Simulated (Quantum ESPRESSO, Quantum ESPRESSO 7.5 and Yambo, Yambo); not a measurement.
# BN (P6_3/mmc): Bethe-Salpeter spectra with Yambo

Aim: the absorption spectrum of BN (P6_3/mmc) with electron-hole interaction, and what each part of the kernel does.

Calculated with Quantum ESPRESSO 7.5 and Yambo 5.3.0; PBE and many-body steps on it, plane waves.

### 1. The structure

It takes space group P6_3/mmc (No. 194, hexagonal). The conventional cell has a = 2.504 Å, b = 2.504 Å, c = 6.661 Å, α = 90.00°, β = 90.00°, γ = 120.00°. Nearest to B lie 3 N at 1.45 Å. Nearest to N lie 3 B at 1.45 Å. Farther neighbours and most contacts between anions are not listed.

The cell and positions come from the Crystallography Open Database and are kept as given unless a step says otherwise.

### 2. Empty states on the mesh, 6×6×4 mesh, 158 bands

This step: Quantum ESPRESSO 7.5; DFT, PBE, plane waves, norm-conserving pseudopotentials.

The sums over transitions need many empty states on a uniform mesh; this step solves for them.

The input, pw.in:

```
&control
  calculation = 'nscf'
  prefix = 'x'
  outdir = 'o'
  pseudo_dir = 'pseudo'
/
&system
  ibrav = 0
  nat = 4
  ntyp = 2
  ecutwfc = 72.0
  nbnd = 158
  force_symmorphic = .true.
/
&electrons
  conv_thr = 1e-9
  electron_maxstep = 80
  diago_full_acc = .true.
  diago_thr_init = 5e-6
/
ATOMIC_SPECIES
  B 10.81 B.upf
  N 14.007 N.upf
CELL_PARAMETERS angstrom
  2.5039900000 0.0000000000 0.0000000000
  -1.2519950000 2.1685189508 0.0000000000
  0.0000000000 0.0000000000 6.6612000000
ATOMIC_POSITIONS crystal
  B 0.3333333333 0.6666666667 0.2500000000
  B 0.6666666667 0.3333333333 0.7500000000
  N 0.3333333333 0.6666666667 0.7500000000
  N 0.6666666667 0.3333333333 0.2500000000
K_POINTS automatic
  6 6 4 0 0 0
```

Launch:

```console
$ OMP_NUM_THREADS=1 mpirun -n 4 pw.x -nk 4 -in pw.in > pw.out
```

The program printed:

```text
Program PWSCF v.7.5 starts

     This program is part of the open-source Quantum ESPRESSO suite
     for quantum simulation of materials; please cite
         "P. Giannozzi et al., J. Phys.:Condens. Matter 21 395502 (2009);
         "P. Giannozzi et al., J. Phys.:Condens. Matter 29 465901 (2017);
         "P. Giannozzi et al., J. Chem. Phys. 152 154105 (2020);
     in publications or presentations arising from this work. More details at

     Atomic positions and unit cell read from directory:
     o/x.save/

     Message from routine setup:
[...]
88.2905  88.2905  88.2905  88.2905  90.0811  90.0811  95.0919  95.0919
     [... 8 further rows ...]
   132.6333 132.6333 132.9665 132.9665 132.9665 132.9665 133.9583 133.9583
   133.9583 133.9583 134.5427 134.5427 138.5824 138.5825

          k = 0.0000 0.1925 0.0000 (  2533 PWs)   bands (ev):

     [... further k-points ...]

     highest occupied, lowest unoccupied level (ev):     4.6985    9.0127

     XML data file, pseudopotentials, collected wavefunctions

=------------------------------------------------------------------------------=
   JOB DONE.
=------------------------------------------------------------------------------=
```

The job ended after 45 s (4 MPI ranks of AMD EPYC 7571, shared host; peak memory 0.36 GiB).

This step gave:

| Item | Value |
| --- | --- |
| gap | 4.314 eV |
| k of the valence top | 0.3333, 0.3333, -0.5 |
| k of the conduction bottom | 0, -0.5, 0 |
| least direct gap | 4.670 eV |
| k points computed | 24 |
| lowest point of the top converged band, above the valence top | 133.8839 eV |

On this mesh the gap is 4.314 eV.

The density comes from a self-consistent run that is not shown.

### 3. Conversion and set-up

This step: Yambo 5.3.0; conversion and set-up on PBE, plane waves, norm-conserving pseudopotentials.

The states are converted to the many-body program's format and the q mesh is built.

Launch:

```console
$ (cd o/x.save; p2y > p2y.log; mv SAVE ../..); yambo > setup.log
```

The program printed:

```text
 Yambo, version 5.3.0

 [02] CORE Variables Setup
 =========================

  [02.01] Unit cells
  ==================

  Cell kind             :  HCP
  Atoms in the cell     :  B  N
  number of B  atoms    :  2
  number of N  atoms    :  2

  List of atomic masses
  Mass of B     :  10.81000
  Mass of N     :  14.00700

  List of atomic coordinates    : [cc]
  B1       : -0.23659E-09   2.7319       3.1470      order 1
  B2       :  2.365928  1.365969  9.440883  order 2
  N1       : -0.23659E-09   2.7319       9.4409      order 3
[...]
Q [ 1]         [rlu]:  0.000000  0.000000  0.000000
 Q [ 2]         [rlu]:  0.000000  0.000000  0.250000
 Q [ 3]         [rlu]:  0.000000  0.000000 -0.500000
[...]
Q [ 8]         [rlu]:  0.90491E-17  0.33333      0.25000
 Q [ 9]         [rlu]:  0.90491E-17  0.33333     -0.50000
 Q [10]         [rlu]: -0.13574E-16 -0.50000       0.0000
     [... 12 further rows ...]
 Q [23]         [rlu]:  0.90491E-17  0.33333     -0.25000
 Q [24]         [rlu]: -0.166667  0.500000 -0.250000

  [03.01] X indexes
  =================

   [03.01.01] Sigma indexes
   ========================

 [06] Game Over & Game summary
```

The job ended after 4.7 s (1 MPI rank; peak memory 0.24 GiB).

### 4. Screening and self-energy, 6×6×4 mesh, 158 bands, screening to 210.9 eV

Now the one-shot GW correction: screening in the RPA, then the self-energy of the levels asked for.

This step: G0W0 on PBE, plane waves, norm-conserving pseudopotentials.

The input, gw1.in:

```
HF_and_locXC
gw0
dyson
ppa
em1d
rim_cut
RandQpts= 1000000
RandGvec= 1 RL
EXXRLvcs= 72 Ry
VXCRLvcs= 288 Ry
Chimod= "HARTREE"
% BndsRnXp
 1 | 158 |
%
NGsBlkXp= 15.5 Ry
% LongDrXp
 1 | 1 | 1 |
%
% GbndRnge
 1 | 158 |
%
DysSolver= "n"
ExtendOut
PPAPntXp= 27.21138 eV
% QPkrange
 21 | 21 | 7 | 10 |
 10 | 10 | 7 | 10 |
 1 | 1 | 7 | 10 |
%
```

Launch:

```console
$ OMP_NUM_THREADS=1 mpirun -n 4 yambo -F gw1.in -J gw1 -C gw1 > gw1.log
```

The program printed:

```text
 Yambo, version 5.3.0

 [02] CORE Variables Setup
 =========================

  [... cell, symmetries and grids as in the set-up ...]

  [02.05] Energies & Occupations
  ==============================

  [X] === General ===
  [X] Electronic Temperature                        :  0.000000  0.000000 [eV K]
  [X] Bosonic    Temperature                        :  0.000000  0.000000 [eV K]
  [X] Finite Temperature mode                       : no
  [X] El. density                                   :  0.44236E+24 [cm-3]
[...]
QP @ state[ 2 ] b range                          :   7  10
   QP @ state[ 3 ] K range                          :  21  21
   QP @ state[ 3 ] b range                          :   7  10
   GF energies kind                                 : Perdew, Burke & Ernzerhof(X)+Perdew, Burke & Ernzerhof(C)
   GF WF`s kind                                     : Perdew, Burke & Ernzerhof(X)+Perdew, Burke & Ernzerhof(C)
   Xs energies kind                                 : Perdew, Burke & Ernzerhof(X)+Perdew, Burke & Ernzerhof(C)
   Xs WF`s kind                                     : Perdew, Burke & Ernzerhof(X)+Perdew, Burke & Ernzerhof(C)

 [11] Game Over & Game summary
```

The job ended after 18 min (4 MPI ranks; peak memory 2.1 GiB; 70 min of CPU time).

Numbers from this step:

| Item | Value |
| --- | --- |
| G0W0 gap on the points computed | 5.815 eV |
| starting gap on the mesh | 4.314 eV |
| k of the valence top | 0.3333, 0.3333, -0.5 |
| k of the conduction bottom | 0, -0.5, 0 |
| least direct G0W0 gap on the computed points | 6.285 eV |

The gap on the mesh goes from 4.31 eV to 5.81 eV, a correction of +1.50 eV.

The gap opens by 1.501 eV; the next steps shift the empty bands rigidly by 1.616 eV, the correction at the start's least direct gap.

### 5. Excitons

Optical absorption needs the electron-hole interaction, solved here in a basis of vertical transitions on the mesh.

This step: Bethe-Salpeter equation on PBE with a scissors shift, plane waves, norm-conserving pseudopotentials.

The input, bse3.in:

```
optics
bss
bse
em1s
dipoles
rim_cut
RandQpts= 1000000
RandGvec= 1 RL
Chimod= "HARTREE"
BSKmod= "SEX"
BSEmod= "resonant"
BSSmod= "d"
BSENGexx= 30 Ry
BSENGBlk= 6 Ry
% BSEQptR
 1 | 1 |
%
% BSEBands
 3 | 14 |
%
% BEnRange
 0 | 11 | eV
%
% BDmRange
 0.1 | 0.1 | eV
%
BEnSteps= 111
% BLongDir
 1 | 0 | 0 |
%
% BndsRnXs
 1 | 78 |
%
NGsBlkXs= 6 Ry
% LongDrXs
 1 | 1 | 1 |
%
% KfnQP_E
 1.616 | 1.0 | 1.0 |
%
WRbsWF
```

Launch:

```console
$ OMP_NUM_THREADS=1 mpirun -n 4 yambo -F bse3.in -J bse3 -C bse3 > bse3.log
```

The program printed:

```text
 Yambo, version 5.3.0

 [02] CORE Variables Setup
 =========================

  [... cell, symmetries and grids as in the set-up ...]

  [02.05] Energies & Occupations
  ==============================

  [X] === General ===
  [X] Electronic Temperature                        :  0.000000  0.000000 [eV K]
  [X] Bosonic    Temperature                        :  0.000000  0.000000 [eV K]
  [X] Finite Temperature mode                       : no
  [X] El. density                                   :  0.44236E+24 [cm-3]
  [X] Fermi Level                                   :  4.698546 [eV]

  [X] === Gaps and Widths ===
  [X] Conduction Band Min                           :  4.314160 [eV]
  [X] Valence Band Max                              :  0.000000 [eV]
  [X] Filled Bands                                  :   8
  [X] Empty Bands                                   :    9  158
  [X] Direct Gap                                    :  4.669575 [eV]
  [X] Direct Gap localized at k                     :  21
  [X] Indirect Gap                                  :  4.314160 [eV]
  [X] Indirect Gap between kpts                     :  21  10
  [X] Last valence band width                       :  3.190982 [eV]
  [X] 1st conduction band width                     :  3.840425 [eV]

 [03] Transferred momenta grid and indexing
 ==========================================

 [BZ sampling] Q-grid is User defined and/or read from the database

 IBZ Q-points                                      :  24
 BZ  Q-points                                      :  144

 K/Q-points units:
 rlu = crystal or reduced units; cc = cartesian coordinates; iku = interal k-units

 Q [ 1]         [rlu]:  0.000000  0.000000  0.000000
 Q [ 2]         [rlu]:  0.000000  0.000000  0.250000
 Q [ 3]         [rlu]:  0.000000  0.000000 -0.500000
 Q [ 4]         [rlu]:  0.45246E-17  0.16667       0.0000
 Q [ 5]         [rlu]:  0.45246E-17  0.16667      0.25000
 Q [ 6]         [rlu]:  0.45246E-17  0.16667     -0.50000
 Q [ 7]         [rlu]:  0.90491E-17  0.33333       0.0000
 Q [ 8]         [rlu]:  0.90491E-17  0.33333      0.25000
 Q [ 9]         [rlu]:  0.90491E-17  0.33333     -0.50000
 Q [10]         [rlu]: -0.13574E-16 -0.50000       0.0000
     [... 12 further rows ...]
 Q [23]         [rlu]:  0.90491E-17  0.33333     -0.25000
 Q [24]         [rlu]: -0.166667  0.500000 -0.250000

  [03.01] X + BSE indexes
  =======================

   [03.01.01] Sigma indexes
   ========================

 [04] Coloumb potential Random Integration (RIM)
 ===============================================

  [04.01] RIM initialization
  ==========================

  * Diagonal components only detected *

  8 x (sBL volume)        :  0.056458 [a.u.]
  sBZ random points       :  1000000
  Points outside the sBZ  :   7980387
  RL volume               :  1.016236 [a.u.]
  Integrated volume       :  1.018734 [a.u.]

  [04.02] RIM integrals
  =====================

  Gamma point sphere radius             :  0.069586 [a.u.]
  Points outside the sphere             :   803095
  [Int_sBZ(q=0) 1/q^2]*(Vol_sBZ)^(-1/3) =:  7.380422
                                 should be <:  7.795600

  Summary of Coulomb integrals for non-metallic bands |Q|[au] RIM/Bare

  Q [1] 0.100000E-4 0.946742 * Q [2] 0.124787 0.747559
  Q [3] 0.249574 0.922371 * Q [4] 0.255544 1.135335
  Q [22] 0.284385 1.072528 * Q [5] 0.284385 1.072889
  Q [6] 0.357197 1.013239 * Q [13] 0.442616 1.043801
  Q [14] 0.459870 1.035890 * Q [15] 0.508130 1.020544
  Q [7] 0.511089 1.032897 * Q [23] 0.526102 1.028301
[...]
Q [10] 0.766633 1.016106 * Q [11] 0.776723 1.015212
  Q [12] 0.806234 1.012764 * Q [19] 0.885232 1.012359
  Q [20] 0.893984 1.011865 * Q [21] 0.919741 1.010429

 [05] External/Internal QP corrections
 =====================================

 [QP_apply] Action to be applied: USER defined scissor

  [05.01]  QP corrections report
  ==============================

  [K+QP] === General ===
  [K+QP] Electronic Temperature                     :  0.000000  0.000000 [eV K]
[...]
[K+QP] Valence Band Max                           :  0.000000 [eV]
  [K+QP] Filled Bands                               :   8
  [K+QP] Empty Bands                                :    9  158
  [K+QP] Direct Gap                                 :  6.285575 [eV]
  [K+QP] Direct Gap localized at k                  :  21
  [K+QP] Indirect Gap                               :  5.930160 [eV]
  [K+QP] Indirect Gap between kpts                  :  21  10
  [K+QP] Last valence band width                    :  3.190982 [eV]
  [K+QP] 1st conduction band width                  :  3.840425 [eV]

  [coarse-grid] Minimum Bare Gap        [ev]:  4.314160
  [coarse-grid] Minimum Gap Correction  [ev]:  1.616000

  Eqp @ K [ 1]
  -17.77871 -17.49114  -6.19422  -4.10671  -1.34245  -1.34245  -1.30613  -1.30613
    6.89073  11.87923  13.25962  13.25962  13.38015  13.38015  13.85402  14.61869
  Eqp @ K [ 2]
  -17.73883 -17.53564  -5.93940  -4.48343  -1.33726  -1.33726  -1.31189  -1.31189
    7.58024  10.99943  13.27673  13.27673  13.36186  13.36186  14.09967  14.55964
  Eqp @ K [ 3]
  -17.63949 -17.63949  -5.26845  -5.26845  -1.32449  -1.32449  -1.32449  -1.32449
    9.22503   9.22504  13.31885  13.31885  13.31885  13.31885  14.38981  14.38982
  Eqp @ K [ 4]
[...]
Eqp @ K [ 5]
[...]
Eqp @ K [ 6]
[...]
Eqp @ K [ 7]
[...]
Eqp @ K [ 8]
[...]
Eqp @ K [ 9]
[...]
6.85932   7.46016  12.56044  13.73072  14.55846  14.86767  16.88723  19.16016
     [... 5 further rows ...]
    8.49391   9.05226  10.61152  11.92299  13.26067  15.48894  18.41394  20.24669
    6.85932   7.46016  12.56044  13.73072  14.55846  14.86766  16.88724  19.16016

 [06] Dipoles
 ============

  [06.01] Setup: observables and procedures
  =========================================

  [WARNING] [r,Vnl^pseudo] included in position and velocity dipoles.

  [WARNING] In case H contains other non local terms, these are neglected

 [07] Static Dielectric Matrix
 =============================

 [WR./bse3//ndb.em1s]------------------------------------------------------------
  Brillouin Zone Q/K grids (IBZ/BZ)                :   24  144   24  144
  RL vectors                                       :   3391 [WF]
  Coulomb cutoff potential                         : none
  Electronic Temperature                           :  0.000000 [K]
  Bosonic    Temperature                           :  0.000000 [K]
  Static diel. fun.  energies                      : Perdew, Burke & Ernzerhof(X)+Perdew, Burke & Ernzerhof(C)
  wavefunctions                                    : Perdew, Burke & Ernzerhof(X)+Perdew, Burke & Ernzerhof(C)
  Global Gauge                                     : length
  X matrix size                                    :   53
  X band range                                     :    1   78
  X e/h energy range                               : -1.000000 -1.000000 [eV]
  X Time ordering                                  : T
  X Hxc Kernel                                     : HARTREE
  X Drude frequency                                :  0.000000  0.000000
  X poles                                          :  100.0000 [o/o]
  RL vectors in the sum                            :   3391
  [r,Vnl] included                                 : yes
  Field direction                                  :  0.577350E-5  0.577350E-5  0.577350E-5
  BZ energy Double Grid                            : no
  BZ energy DbGd points                            : 0
  BZ Q point size factor                           : -1.000000
  X Optical Averaged directions                    : none

 [08] Bethe Salpeter Equation driver
 ===================================

  [08.01] Bethe Salpeter Equation @q1
  ===================================

   [08.01.01] Transition pre-analysis @q1
   ======================================

   [08.01.02] Transition Groups build-up @q1
   =========================================

   [BSK] Transition groups (total):   48
   [BSK] Size (resonant):   5184
   [BSK]         (total):   5184
   [BSK] N. of matrices :  1

   [08.01.03] Loading Dipoles @q1
   ==============================

   [08.01.04] Independent Particles properties @q1
   ===============================================

   ==========================================================

   [BSE] Exchange components :   663
   [BSE] Correlation components :    53   501

    [08.01.05.01] Screened interaction header I/O
    =============================================

    [08.01.05.02] Main kernel loop
    ==============================

    [08.01.05.03] Wave-Function Phases
    ==================================

    [BSE] WF phases found       :  77.43056 [o/o]

   [08.01.06] BSE solver(s) @q1
   ============================

   [08.01.07] Diago Solver @q1
   ===========================

 [11] Game Over & Game summary
```

Elapsed: 21 min, on 4 MPI ranks; peak memory 3.6 GiB.

This step gave:

| Item | Value |
| --- | --- |
| transitions in the window | 5184 |
| direct gap of the transition levels | 6.286 eV |
| lowest state | 5.173 eV |
| first strong exciton (over a fiftieth of the strongest listed) | 5.193 eV |
| binding of the lowest state below the direct gap | 1.112 eV |
| Coulomb term of one mesh cell | 0.6113 eV |

The binding is 1.8 times the screened Coulomb term of one mesh cell (0.61 eV), so it is not shown settled.

The lowest state lies at 5.173 eV, 1.112 eV under the direct gap.

Lines within 3 meV are set at the lowest of them, and the highest group, which the list may cut short, is left out. Lines of the exciton spectrum (strongest = 100):

```csv
position (eV),lines merged,"strength, relative"
5.173,2,0.2
5.193,2,100
5.590,2,0.0
5.630,1,0.0
5.639,1,0.0
5.647,3,0.0
5.784,2,0.0
5.793,1,0.0
5.846,1,0.0
5.980,2,8.8
5.988,2,0.0
6.017,2,0.0
6.021,2,0.0
```

Field along x; broadening 0.1 eV; transition window only. Limits: finite bands, cutoff and mesh; coarse k mesh; exciton not shown settled in the k mesh. Table of ε₂ by photon energy; read off at these points:

```csv
photon energy (eV),BSE,no electron-hole interaction
0.00,0.0259,0.0150
0.30,0.0286,0.0161
0.60,0.0318,0.0174
0.90,0.0356,0.0189
1.20,0.0403,0.0205
1.50,0.0459,0.0225
1.80,0.0530,0.0247
2.10,0.0620,0.0273
2.40,0.0738,0.0305
2.70,0.0895,0.0342
3.00,0.111,0.0388
3.30,0.143,0.0444
3.60,0.193,0.0515
3.90,0.277,0.0608
4.20,0.438,0.0732
4.50,0.827,0.0904
4.80,2.26,0.116
5.10,18.5,0.156
5.20,34.5,0.175
5.40,7.13,0.229
5.60,3.14,0.321
5.90,7.48,0.679
6.10,26.6,1.69
6.20,13.6,3.54
6.50,2.19,7.23
6.80,1.64,1.91
7.10,3.28,3.90
7.40,1.16,12.4
7.70,0.762,5.69
8.00,0.349,7.07
8.30,0.614,8.71
8.60,0.264,3.11
8.90,0.253,2.47
9.20,0.842,1.00
9.50,0.643,0.592
9.80,0.404,0.371
10.10,1.24,0.473
10.40,0.327,0.713
10.70,0.453,0.683
11.00,0.404,1.16
```

(Part 1 of 3 ends here.)

[Paths, hosts, dates, memory and timing lines, banners, echoed tables and standing remarks are left out of the program output.]

[Logs are printed without paths, hosts, clocks, repeated set-up lines and the standing remarks that a program may print on its own settings, such as how far it seeks lower states.]

[Runs of the session that timed out or met a known fault of the program may be left out.]

[Hosts, paths, dates, database ids (printed as entryN), source tags and the programs' standing remarks are cut or masked in the printed files.]
